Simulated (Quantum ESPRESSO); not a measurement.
Mg under changes of volume

One of the cells (23.237 Å³/atom); the others are scaled copies at fixed shape and fractional positions:

```
CELL_PARAMETERS angstrom
3.20930 0.00000 0.00000
-1.60465 2.77934 0.00000
0.00000 0.00000 5.21030
ATOMIC_POSITIONS crystal
Mg 0.66667 0.33333 0.75000
Mg 0.33333 0.66667 0.25000
```

| Quantity | Value |
| --- | --- |
| Program | Quantum ESPRESSO 7.5 |
| Functional | PBEsol |
| Potentials or basis | PseudoDojo 0.4.1 SR PBEsol standard |
| Cutoff | 1143 eV |
| Density cutoff | 4572 eV |
| k mesh | 10 × 10 × 5 |
| Occupations | fermi-dirac, width 0.05 eV |
| Spin | no spin polarisation |

```tsv
volume (Å³/atom)	energy over the lowest point (meV/atom)	pressure (GPa)
21.843	2.72	1.3
22.308	0.19	0.5
22.772	0.00	-0.3
23.237	?	?
23.702	5.70	-1.6
24.167	11.19	-2.2
24.631	18.42	-2.7
```

Q: What does the run at 23.237 Å³/atom give?

A: Energy over the lowest point 1.91 meV/atom; pressure -1.0 GPa.

Worked out: A Birch-Murnaghan fit of order 3 (a polynomial in V^(-2/3)) to the other rows has its minimum at 22.58 Å³/atom with B0 = V·E''(V) = 36 GPa and B' = 3.2 at fixed shape and positions, which overstates the stiffness. It gives 1.87 meV/atom at 23.237 Å³/atom, against the run's 1.91, and -dE/dV = -1.0 GPa, against -1.0.

Energies are extrapolated to zero smearing.
